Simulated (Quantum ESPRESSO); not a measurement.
Au:

```
Au
1.0
     0.00000    2.03500    2.03500
     2.03500    0.00000    2.03500
     2.03500    2.03500    0.00000
Au
1
Direct
  0.00000 0.00000 0.00000
```

Base run:

```yaml
Program: Quantum ESPRESSO 7.5
Functional: LDA
Potentials_or_basis: PseudoDojo 0.4.1 SR LDA standard
Cutoff: 871 eV
Density_cutoff: 3483 eV
k_mesh: 8 × 8 × 8
Occupations: fermi-dirac, width 0.05 eV
Spin: no spin polarisation
```

Its results: band gap on the k mesh none (metal or under the smearing width); pressure -4.1 GPa.

Q: The run is repeated on the same cell with these changes: k mesh from 8 × 8 × 8 to 11 × 11 × 11. What comes out?

A: Band gap on the k mesh none (metal or under the smearing width); pressure -5.1 GPa.

Caveats: the Wannier minimisation didn't converge (some runs).

Not every run made on this cell is shown here.
